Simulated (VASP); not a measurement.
# MnS (R-3m) in VASP: further runs

The runs below take MnS through single point, with PBEsol+U.

Program: VASP 6.6.1. These are calculated values, not measurements. Logs are shortened: lines on timing, memory, paths and dates and some standing lists are left out, and cuts for length are marked.

## Step 1: The crystal as given

The structure is trigonal, space group R-3m (No. 166). Conventional cell: a = 3.660 Å, b = 3.660 Å, c = 8.913 Å, α = 90.00°, β = 90.00°, γ = 120.00°. Mn (site symmetry -3m) has 6 S at 2.58 Å as nearest neighbours. Around S (site symmetry -3m) lie 6 Mn at 2.58 Å.

The cell is a database's computed one.

## Step 2: Single point, PBEsol+U, collinear spin, antiferromagnetic start

INCAR

```
PREC = Accurate
ENCUT = 520
EDIFF = 1E-6
ISMEAR = -1
SIGMA = 0.05
LREAL = False
LASPH = True
NELM = 150
ALGO = Normal
ISIF = 2
LWAVE = False
LCHARG = True
ISPIN = 2
MAGMOM = 4 -4 0 0
LORBIT = 11
LMAXMIX = 4
LDAU = True
LDAUTYPE = 2
LDAUL = 2 -1
LDAUU = 5 0
LDAUJ = 0 0
LDAUPRINT = 1
GGA = PS
LELF = True
LVHAR = True
NBANDS = 31
```

KPOINTS

```
Automatic mesh
0
Gamma
  9 9 9
```

POSCAR

```
MnS
1.0
   -1.8299960138     -1.0565486911      5.9418405554
    1.8299960138     -1.0565486911      5.9418405554
    0.0000000000      2.1130973824      5.9418405554
Mn S
2 2
Direct
    0.0000000000      0.0000000000      0.0000000000
    0.5000000000      0.5000000000      0.5000000000
    0.2500000000      0.2500000000      0.2500000000
    0.7500000000      0.7500000000      0.7500000000
```

Potentials or basis: VASP PAW PBE potentials, release 64 (Mn_pv, S).

Started as:

```bash
> cat potpaw_PBE.64/Mn_pv/POTCAR potpaw_PBE.64/S/POTCAR > POTCAR
> mpirun -np 1 vasp_std > vasp.out
```

OUTCAR:

```text
PREC = Accurate
   ENCUT = 520
   EDIFF = 1E-6
   ISMEAR = -1
   LREAL = False
   LASPH = True
   NELM = 150
   ISIF = 2
   ISPIN = 2
   LORBIT = 11
   GGA = PS

 ion  position               nearest neighbor table
   1  0.000  0.000  0.000-   4 2.58   3 2.58   4 2.58   4 2.58   3 2.58   3 2.58
   2  0.500  0.500  0.500-   3 2.58   4 2.58   3 2.58   3 2.58   4 2.58   4 2.58
   3  0.250  0.250  0.250-   1 2.58   2 2.58   1 2.58   1 2.58   2 2.58   2 2.58
   4  0.750  0.750  0.750-   2 2.58   1 2.58   2 2.58   2 2.58   1 2.58   1 2.58

  LATTYP: Found a trigonal (rhomboedric) cell.
 ALAT       =     6.3063975242
 COS(alpha) =     0.8315901081

  Lattice vectors:

 A1 = (  -1.8299960138,  -1.0565486911,   5.9418405554)
 A2 = (   1.8299960138,  -1.0565486911,   5.9418405554)
 A3 = (   0.0000000000,   2.1130973824,   5.9418405554)

Analysis of symmetry for initial positions (statically):
=====================================================================
 Subroutine PRICEL returns following result:

  LATTYP: Found a trigonal (rhomboedric) cell.
 ALAT       =     3.6457575130
 COS(alpha) =     0.4960879726
[... 12 lines left out ...]
 Subroutine GETGRP returns: Found 12 space group operations
 (whereof 12 operations were pure point group operations)
 out of a pool of 12 trial point group operations.

The static configuration has the point symmetry D_3d.

Analysis of symmetry for dynamics (positions and initial velocities):
=====================================================================
 Subroutine PRICEL returns following result:

  LATTYP: Found a trigonal (rhomboedric) cell.
 ALAT       =     3.6457575130
 COS(alpha) =     0.4960879726
[... 12 lines left out ...]
 Subroutine GETGRP returns: Found 12 space group operations
 (whereof 12 operations were pure point group operations)
 out of a pool of 12 trial point group operations.

The dynamic configuration has the point symmetry D_3d.

Analysis of structural, dynamic, and magnetic symmetry:
=====================================================================
 Subroutine PRICEL returns following result:

  LATTYP: Found a trigonal (rhomboedric) cell.
 ALAT       =     3.6457575130
 COS(alpha) =     0.4960879726
[... 12 lines left out ...]
 Subroutine GETGRP returns: Found 12 space group operations
 (whereof 12 operations were pure point group operations)
 out of a pool of 12 trial point group operations.

The overall configuration has the point symmetry D_3d.

 Subroutine INISYM returns: Found 12 space group operations
 (whereof 12 operations are pure point group operations),
 and found     2 'primitive' translations

----------------------------------------------------------------------------------------

                                     Primitive cell

  volume of cell :      34.4653

  direct lattice vectors                    reciprocal lattice vectors
     0.000000000 -2.113097382  2.970920278     0.000000000 -0.315492638  0.112198680
     1.829996014  1.056548691  2.970920278     0.273224639  0.157746319  0.112198680
    -1.829996014  1.056548691  2.970920278    -0.273224639  0.157746319  0.112198680

  length of vectors
     3.645757513  3.645757513  3.645757513     0.334849441  0.334849441  0.334849441

  position of ions in fractional coordinates (direct lattice)
     0.000000000  0.000000000  0.000000000
     0.500000000  0.500000000  0.500000000

[... 142 lines left out ...]
  o =  0.0155  v =  0.0000  0.0000  0.0000  0.0000  0.0000 -0.8068 -0.0000  0.0000 -0.5908 -0.0000      0.0000  0.0000  0.0000  0.0000  0.0000  0.0000  0.0000  0.0000  0.0000  0.0000
  o =  0.0155  v =  0.0000  0.0000  0.0000  0.0000  0.0000 -0.0000  0.0000 -1.0000 -0.0000  0.0000      0.0000  0.0000  0.0000  0.0000  0.0000  0.0000  0.0000  0.0000  0.0000  0.0000
  o =  0.0844  v =  0.0000  0.0000  0.0000  0.0000  0.0000  0.5908  0.0000 -0.0000 -0.8068 -0.0000      0.0000  0.0000  0.0000  0.0000  0.0000  0.0000  0.0000  0.0000  0.0000  0.0000
  o =  0.0844  v =  0.0000  0.0000  0.0000  0.0000  0.0000  0.0000 -0.8068 -0.0000 -0.0000  0.5908      0.0000  0.0000  0.0000  0.0000  0.0000  0.0000  0.0000  0.0000  0.0000  0.0000
  o =  0.9336  v =  0.0000  0.5383  0.0000  0.0000  0.8428  0.0000  0.0000  0.0000  0.0000  0.0000      0.0000  0.0000  0.0000  0.0000  0.0000  0.0000  0.0000  0.0000  0.0000  0.0000
  o =  0.9336  v = -0.8428 -0.0000  0.0000 -0.5383  0.0000  0.0000  0.0000  0.0000  0.0000  0.0000      0.0000  0.0000  0.0000  0.0000  0.0000  0.0000  0.0000  0.0000  0.0000  0.0000
  o =  0.9339  v =  0.0000  0.0000 -1.0000 -0.0000  0.0000  0.0000  0.0000  0.0000  0.0000  0.0000      0.0000  0.0000  0.0000  0.0000  0.0000  0.0000  0.0000  0.0000  0.0000  0.0000
  o =  0.9565  v =  0.0000 -0.8428 -0.0000  0.0000  0.5383  0.0000  0.0000  0.0000  0.0000  0.0000      0.0000  0.0000  0.0000  0.0000  0.0000  0.0000  0.0000  0.0000  0.0000  0.0000
  o =  0.9565  v =  0.5383 -0.0000  0.0000 -0.8428  0.0000  0.0000  0.0000  0.0000  0.0000  0.0000      0.0000  0.0000  0.0000  0.0000  0.0000  0.0000  0.0000  0.0000  0.0000  0.0000

atom =   2  type =  1  l = 2

 onsite density matrix

spin component  1

  0.0395 -0.0000  0.0000 -0.0329  0.0000
 -0.0000  0.0604  0.0000  0.0000 -0.0329
  0.0000  0.0000  0.0155 -0.0000 -0.0000
 -0.0329  0.0000 -0.0000  0.0604 -0.0000
  0.0000 -0.0329 -0.0000 -0.0000  0.0395

spin component  2

  0.9402  0.0000 -0.0000 -0.0104 -0.0000
  0.0000  0.9499  0.0000 -0.0000 -0.0104
 -0.0000  0.0000  0.9339  0.0000 -0.0000
 -0.0104 -0.0000  0.0000  0.9499  0.0000
 -0.0000 -0.0104 -0.0000  0.0000  0.9402

 occupancies and eigenvectors

  o =  0.0155  v =  0.0000  0.5908  0.0000  0.0000  0.8068  0.0000  0.0000  0.0000  0.0000  0.0000      0.0000  0.0000  0.0000  0.0000  0.0000  0.0000  0.0000  0.0000  0.0000  0.0000
  o =  0.0155  v = -0.8068  0.0000  0.0000 -0.5908  0.0000  0.0000  0.0000  0.0000  0.0000  0.0000      0.0000  0.0000  0.0000  0.0000  0.0000  0.0000  0.0000  0.0000  0.0000  0.0000
  o =  0.0155  v =  0.0000  0.0000 -1.0000  0.0000  0.0000  0.0000  0.0000  0.0000  0.0000  0.0000      0.0000  0.0000  0.0000  0.0000  0.0000  0.0000  0.0000  0.0000  0.0000  0.0000
  o =  0.0844  v = -0.5908 -0.0002 -0.0000  0.8068  0.0002  0.0000  0.0000  0.0000  0.0000  0.0000      0.0000  0.0000  0.0000  0.0000  0.0000  0.0000  0.0000  0.0000  0.0000  0.0000
  o =  0.0844  v =  0.0002 -0.8068 -0.0000 -0.0002  0.5908  0.0000  0.0000  0.0000  0.0000  0.0000      0.0000  0.0000  0.0000  0.0000  0.0000  0.0000  0.0000  0.0000  0.0000  0.0000
  o =  0.9336  v =  0.0000  0.0000  0.0000  0.0000  0.0000 -0.0000  0.5383  0.0000 -0.0000  0.8428      0.0000  0.0000  0.0000  0.0000  0.0000  0.0000  0.0000  0.0000  0.0000  0.0000
  o =  0.9336  v =  0.0000  0.0000  0.0000  0.0000  0.0000 -0.8428 -0.0000 -0.0000 -0.5383 -0.0000      0.0000  0.0000  0.0000  0.0000  0.0000  0.0000  0.0000  0.0000  0.0000  0.0000
  o =  0.9339  v =  0.0000  0.0000  0.0000  0.0000  0.0000 -0.0000  0.0000 -1.0000 -0.0000  0.0000      0.0000  0.0000  0.0000  0.0000  0.0000  0.0000  0.0000  0.0000  0.0000  0.0000
  o =  0.9565  v =  0.0000  0.0000  0.0000  0.0000  0.0000 -0.0000 -0.8428 -0.0000  0.0001  0.5383      0.0000  0.0000  0.0000  0.0000  0.0000  0.0000  0.0000  0.0000  0.0000  0.0000
  o =  0.9565  v =  0.0000  0.0000  0.0000  0.0000  0.0000 -0.5383  0.0001  0.0000  0.8428 -0.0000      0.0000  0.0000  0.0000  0.0000  0.0000  0.0000  0.0000  0.0000  0.0000  0.0000

 number of electron      38.0000003 magnetization       0.0000000

 Free energy of the ion-electron system (eV)
  ---------------------------------------------------
  ext. energy  EPLUGINS =         0.00000000
  ---------------------------------------------------
  free energy    TOTEN  =       -27.02295030 eV

  energy without entropy =      -27.02295030  energy(sigma->0) =      -27.02295030

 E-fermi :   7.1138     XC(G=0): -10.8957

 val. band max:        5.9634990551   @ k =   0.4444   0.4444   0.4444
 cond. band min:       8.3987820820   @ k =  -0.4444  -0.4444   0.1111
 fundamental gap:      2.4352830269
 Fermi energy:         7.1138436732

 spin component 1

 k-point     1 :       0.0000    0.0000    0.0000
  band No.  band energies     occupation
      1     -43.8406      1.00000
      2     -43.8343      1.00000
      3     -43.8343      1.00000
      4     -39.0303      1.00000
      5     -39.0293      1.00000
      6     -39.0293      1.00000
[... 1625 lines left out ...]
     30      16.2908      0.00000
     31      17.2725      0.00000

 [... further k-points ...]

------------------------ aborting loop because EDIFF is reached ----------------------------------------

  FORCE on cell =-STRESS in cart. coord.  units (eV):
  Direction    XX          YY          ZZ          XY          YZ          ZX
  --------------------------------------------------------------------------------------
  -------------------------------------------------------------------------------------
  Total        0.9365045      0.9365045      0.9059834      0.0000000      0.0000000      0.0000000
  in kB       21.7674985     21.7674985     21.0580873      0.0000000      0.0000000      0.0000000
  external PRESSURE =      21.5310281 kB  Pullay stress =       0.0000000 kB

 VOLUME and BASIS-vectors are now :
 -----------------------------------------------------------------------------
  energy-cutoff  :      520.00
  volume of cell :       68.93
      direct lattice vectors                 reciprocal lattice vectors
    -1.829996014 -1.056548691  5.941840555    -0.273224639 -0.157746319  0.056099340
     1.829996014 -1.056548691  5.941840555     0.273224639 -0.157746319  0.056099340
     0.000000000  2.113097382  5.941840555     0.000000000  0.315492638  0.056099340

 POSITION                                       TOTAL-FORCE (eV/Angst)
 -----------------------------------------------------------------------------------
      0.00000      0.00000      0.00000        -0.000000      0.000000      0.000000
      0.00000      0.00000      8.91276         0.000000      0.000000     -0.000000
      0.00000      0.00000      4.45638         0.000000     -0.000000      0.000000
      0.00000      0.00000     13.36914        -0.000000     -0.000000      0.000000
 -----------------------------------------------------------------------------------
    total drift:                               -0.000000     -0.000000     -0.000000

  FREE ENERGIE OF THE ION-ELECTRON SYSTEM (eV)
  ---------------------------------------------------
  free  energy   TOTEN  =       -27.0229503024 eV

  energy  without entropy=      -27.0229503024  energy(sigma->0) =      -27.02295030

 total charge

# of ion       s       p       d       tot
------------------------------------------
    1        0.224   6.181   4.911  11.315
    2        0.224   6.181   4.911  11.315
    3        1.315   2.450   0.000   3.764
    4        1.315   2.450   0.000   3.764
--------------------------------------------------
tot          3.077  17.261   9.822  30.159

 magnetization (x)

# of ion       s       p       d       tot
------------------------------------------
    1        0.024   0.023   4.489   4.536
    2       -0.024  -0.023  -4.489  -4.536
    3        0.000   0.000   0.000   0.000
    4        0.000   0.000   0.000   0.000
--------------------------------------------------
tot          0.000   0.000   0.000   0.000
```

Run time: 6.4 min. Hardware: 1 thread of Intel Xeon 6975P-C (Granite Rapids), shared host; peak memory 0.56 GiB.

What came out:

| Quantity | Value |
| --- | --- |
| Free energy | -27.0230 eV |
| Pressure | 2.2 GPa |
| Band gap on the k mesh | 2.44 eV |
| Net moment | 0.00 μB per cell |
| Site moments | Mn +4.54, -4.54; S +0.00 μB |
| Valence electrons inside the program's atomic spheres | Mn 11.31; S 3.76 |

Levels at points of the mesh, in eV from the valence-band top:
Spin up:
```
           k point  band 16  band 17  band 18  band 19  band 20  band 21  band 22  band 23
(0.00, 0.00, 0.00)    -0.88    -0.71    -0.71    -0.66     3.23     3.60     3.60     3.68
```
Spin down:
| k point | band 17 | band 18 | band 19 | band 20 | band 21 | band 22 |
| --- | --- | --- | --- | --- | --- | --- |
| (0.00, 0.00, 0.00) | -0.71 | -0.71 | -0.66 | 3.23 | 3.60 | 3.60 |

Eigenvalues of the final occupation matrices:
| site | spin | trace | eigenvalues |
| --- | --- | --- | --- |
| site 1 d | 1 | 4.71 | 0.93 0.93 0.93 0.96 0.96 |
| site 1 d | 2 | 0.22 | 0.02 0.02 0.02 0.08 0.08 |
| site 2 d | 1 | 0.22 | 0.02 0.02 0.02 0.08 0.08 |
| site 2 d | 2 | 4.71 | 0.93 0.93 0.93 0.96 0.96 |

Caveat: the PAW data sets were made with another functional, which shifts forces and pressure a little; an odd mesh through Γ misses points on the zone boundary, where band edges often lie.

[end of part 1 of 2]
